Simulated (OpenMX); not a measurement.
# Pd (Fm-3m) in OpenMX: reference runs, part 2 of 2

OpenMX 3.8.5.

### Step 4. Single point, PBE, 14.46 Å³/atom (volume scaled by 0.98)

Pd.dat reads:

```
System.CurrrentDirectory             ./
System.Name                          Pd
DATA.PATH                            ./DFT_DATA13
level.of.stdout                      1
level.of.fileout                     0
Species.Number                       1
<Definition.of.Atomic.Species
  Pd  Pd7.0-s3p2d2           Pd_PBE13
Definition.of.Atomic.Species>

Atoms.Number                         1
Atoms.SpeciesAndCoordinates.Unit     FRAC
<Atoms.SpeciesAndCoordinates
    1  Pd    0.0000000000    0.0000000000    0.0000000000   8.000  8.000
Atoms.SpeciesAndCoordinates>

Atoms.UnitVectors.Unit               Ang
<Atoms.UnitVectors
     0.0000000000    1.9334358480    1.9334358480
     1.9334358480    0.0000000000    1.9334358480
     1.9334358480    1.9334358480    0.0000000000
Atoms.UnitVectors>

scf.XcType                           GGA-PBE
scf.SpinPolarization                 off
scf.ElectronicTemperature            580.226
scf.maxIter                          100
scf.EigenvalueSolver                 band
scf.Kgrid                            13 13 13
scf.Mixing.Type                      rmm-diisk
scf.Init.Mixing.Weight               0.05
scf.Min.Mixing.Weight                0.001
scf.Max.Mixing.Weight                0.3
scf.Mixing.History                   25
scf.Mixing.StartPulay                8
scf.criterion                        1.0e-8
MD.Type                              nomd
scf.Ngrid                            27 27 27
scf.energycutoff                     400.0
```

Potentials or basis: OpenMX 2013 PBE set, Pd7.0-s3p2d2, fixed grid of 27 × 27 × 27 points.

Started as:

```sh
$ openmx Pd.dat -nt 1 > Pd.std
```

Pd.out:

```text
Required cutoff energy (Ryd) for 3D-grids = 404.2326
      Used cutoff energy (Ryd) for 3D-grids = 404.2326, 404.2326, 404.2326
  Num. of grids of a-, b-, and c-axes = 27, 27, 27

  Num.Grid1.    27
  Num.Grid2.    27
  Num.Grid3.    27

  Cell_Volume =     97.547423477917 (Bohr^3)
  GridVol     =      0.004955922546 (Bohr^3)
  Cell vectors (bohr) of the grid cell (gtv)
    gtv_a =  0.000000000000,  0.135320887749,  0.135320887749
    gtv_b =  0.135320887749,  0.000000000000,  0.135320887749
    gtv_c =  0.135320887749,  0.135320887749,  0.000000000000
    |gtv_a| =  0.191372634727
    |gtv_b| =  0.191372634727
    |gtv_c| =  0.191372634727

***********************************************************

[... 164 lines left out ...]
   sum over m      2.988535387  2.988535387   5.977070774   0.000000000
  px          1    0.093058833  0.093058833   0.186117667   0.000000000
  py          1    0.093058578  0.093058578   0.186117155   0.000000000
  pz          1    0.093058600  0.093058600   0.186117200   0.000000000
   sum over m      0.279176011  0.279176011   0.558352022   0.000000000
   sum over m+mul  3.267711398  3.267711398   6.535422795   0.000000000
  d3z^2-r^2   0    0.934584571  0.934584571   1.869169143   0.000000000
  dx^2-y^2    0    0.934584981  0.934584981   1.869169962   0.000000000
  dxy         0    0.881704780  0.881704780   1.763409560   0.000000000
  dxz         0    0.881705090  0.881705090   1.763410180   0.000000000
  dyz         0    0.881705435  0.881705435   1.763410871   0.000000000
   sum over m      4.514284858  4.514284858   9.028569715   0.000000000
  d3z^2-r^2   1   -0.005627219 -0.005627219  -0.011254439   0.000000000
  dx^2-y^2    1   -0.005627244 -0.005627244  -0.011254487   0.000000000
  dxy         1   -0.014301656 -0.014301656  -0.028603312   0.000000000
  dxz         1   -0.014301662 -0.014301662  -0.028603324   0.000000000
  dyz         1   -0.014301677 -0.014301677  -0.028603355   0.000000000
   sum over m     -0.054159458 -0.054159458  -0.108318917   0.000000000
   sum over m+mul  4.460125399  4.460125399   8.920250799   0.000000000

***********************************************************
       xyz-coordinates (Ang) and forces (Hartree/Bohr)
***********************************************************

<coordinates.forces
  1
    1    Pd     0.00000   0.00000   0.00000   0.000000000000 -0.000000000000  0.000000000000
coordinates.forces>

***********************************************************
       Fractional coordinates of the final structure
***********************************************************

     1     Pd     0.00000000000000   0.00000000000000   0.00000000000000
```

Run time: 53 s. Hardware: 1 thread of Arm Neoverse V2, shared host; peak memory 0.47 GiB.

What came out:

| Property | Result |
| --- | --- |
| Free energy | -2685.2986 eV |
| Band gap on the k mesh | none (metal or under the smearing width) |

Caveat: the basis of atomic orbitals isn't converged, which shifts pressures, moduli and gaps.

### Step 5. Single point, PBE, 15.05 Å³/atom (volume scaled by 1.02)

Pd.dat, as its differences from that of step 4:

```diff
@@ -18,5 +18,5 @@
 <Atoms.UnitVectors
-     0.0000000000    1.9334358480    1.9334358480
-     1.9334358480    0.0000000000    1.9334358480
-     1.9334358480    1.9334358480    0.0000000000
+     0.0000000000    1.9593911042    1.9593911042
+     1.9593911042    0.0000000000    1.9593911042
+     1.9593911042    1.9593911042    0.0000000000
 Atoms.UnitVectors>
```

Started as:

```sh
$ openmx Pd.dat -nt 1 > Pd.std
```

Run time: 52 s. Hardware: 1 thread of Arm Neoverse V2, shared host; peak memory 0.46 GiB.

Results (log left out):

```yaml
Free_energy: -2685.3441 eV
Band_gap_on_the_k_mesh: none (metal or under the smearing width)
```

Caveat: the basis of atomic orbitals isn't converged, which shifts pressures, moduli and gaps.

### Step 6. Single point, PBE, 14.16 Å³/atom (volume scaled by 0.96)

Pd.dat, as its differences from that of step 5:

```diff
@@ -18,5 +18,5 @@
 <Atoms.UnitVectors
-     0.0000000000    1.9593911042    1.9593911042
-     1.9593911042    0.0000000000    1.9593911042
-     1.9593911042    1.9593911042    0.0000000000
+     0.0000000000    1.9201927211    1.9201927211
+     1.9201927211    0.0000000000    1.9201927211
+     1.9201927211    1.9201927211    0.0000000000
 Atoms.UnitVectors>
```

Potentials or basis: OpenMX 2013 PBE set, Pd7.0-s3p2d2, fixed grid of 27 × 27 × 27 points.

Started as:

```sh
$ openmx Pd.dat -nt 1 > Pd.std
```

It took 54 s on 1 thread of Arm Neoverse V2, shared host; peak memory 0.47 GiB.

It converged, with:

```
Free energy            : -2685.2622 eV
Band gap on the k mesh : none (metal or under the smearing width)
```

Caveat: the basis of atomic orbitals isn't converged, which shifts pressures, moduli and gaps.

### Step 7. Single point, PBE, 15.34 Å³/atom (volume scaled by 1.04)

Pd.dat, as its differences from that of step 6:

```diff
@@ -18,5 +18,5 @@
 <Atoms.UnitVectors
-     0.0000000000    1.9201927211    1.9201927211
-     1.9201927211    0.0000000000    1.9201927211
-     1.9201927211    1.9201927211    0.0000000000
+     0.0000000000    1.9721147795    1.9721147795
+     1.9721147795    0.0000000000    1.9721147795
+     1.9721147795    1.9721147795    0.0000000000
 Atoms.UnitVectors>
```

Started as:

```sh
$ openmx Pd.dat -nt 1 > Pd.std
```

Run time: 52 s. Hardware: 1 thread of Arm Neoverse V2, shared host; peak memory 0.45 GiB.

Results (log left out):

```
Free energy            : -2685.3551 eV
Band gap on the k mesh : none (metal or under the smearing width)
```

Caveat: the basis of atomic orbitals isn't converged, which shifts pressures, moduli and gaps.

### Step 8. Single point, PBE, 13.87 Å³/atom (volume scaled by 0.94)

Pd.dat, as its differences from that of step 7:

```diff
@@ -18,5 +18,5 @@
 <Atoms.UnitVectors
-     0.0000000000    1.9721147795    1.9721147795
-     1.9721147795    0.0000000000    1.9721147795
-     1.9721147795    1.9721147795    0.0000000000
+     0.0000000000    1.9067643606    1.9067643606
+     1.9067643606    0.0000000000    1.9067643606
+     1.9067643606    1.9067643606    0.0000000000
 Atoms.UnitVectors>
```

Started as:

```sh
$ openmx Pd.dat -nt 1 > Pd.std
```

Wall time 54 s (1 thread of Arm Neoverse V2, shared host); peak memory 0.48 GiB.

Results (log left out):

```yaml
Free_energy: -2685.2145 eV
Band_gap_on_the_k_mesh: none (metal or under the smearing width)
```

Caveat: the basis of atomic orbitals isn't converged, which shifts pressures, moduli and gaps.

### Step 9. Single point, PBE, 15.64 Å³/atom (volume scaled by 1.06)

Pd.dat, as its differences from that of step 8:

```diff
@@ -18,5 +18,5 @@
 <Atoms.UnitVectors
-     0.0000000000    1.9067643606    1.9067643606
-     1.9067643606    0.0000000000    1.9067643606
-     1.9067643606    1.9067643606    0.0000000000
+     0.0000000000    1.9846763588    1.9846763588
+     1.9846763588    0.0000000000    1.9846763588
+     1.9846763588    1.9846763588    0.0000000000
 Atoms.UnitVectors>
```

Potentials or basis: OpenMX 2013 PBE set, Pd7.0-s3p2d2, fixed grid of 27 × 27 × 27 points.

Started as:

```sh
$ openmx Pd.dat -nt 1 > Pd.std
```

It took 39 s on 1 thread of Arm Neoverse V2, shared host; peak memory 0.41 GiB.

It converged, with:

```yaml
Free_energy: -2685.3591 eV
Band_gap_on_the_k_mesh: none (metal or under the smearing width)
```

Caveat: the basis of atomic orbitals isn't converged, which shifts pressures, moduli and gaps.

### Step 10. Equation of state, PBE

No new run: the results of the series are fitted here.

It converged, with:

```yaml
Equilibrium_volume: "15.69 Å³/atom (rough: see the caveat)"
Bulk_modulus: 167 GPa (rough)
```

Energy against volume, from the lowest point:
```
volume (Å³/atom)  energy (meV/atom)
          13.865             144.60
          14.160              96.89
          14.455              60.51
          14.750              33.71
          15.045              14.96
          15.340               4.02
          15.635               0.00
```

Caveat: the minimum lies outside the volumes run; volumes in these bases differ from converged ones by about 1 %, for some elements by several; the basis of atomic orbitals isn't converged, which shifts pressures, moduli and gaps.

### Step 11. The runs side by side

```tsv
task	potentials or basis	cell	max SCF cycles	grid points, held for all volumes	gap on the mesh (eV)	pressure (GPa)
single point	OpenMX 2013 PBE set, Pd7.0-s3p2d2, grid cutoff 400 Ry	as given	100	-	none	12.3
single point	OpenMX 2013 PBE set, Pd7.0-s3p2d2, grid cutoff 400 Ry	cell strained at random at fixed volume	100	-	none	12.4
equation of state	OpenMX 2013 PBE set, Pd7.0-s3p2d2, fixed grid of 27 × 27 × 27 points	as given	-	27 × 27 × 27	-	-
```

Alike in all rows: level PBE; no spin polarisation; k mesh 13 × 13 × 13; smearing fermi-dirac 0.05 eV.

Caveats: the basis of atomic orbitals isn't converged, which shifts pressures, moduli and gaps; the minimum lies outside the volumes run (some runs); volumes in these bases differ from converged ones by about 1 %, for some elements by several (some runs).

Absolute energies hang on the potentials; compare differences alone.
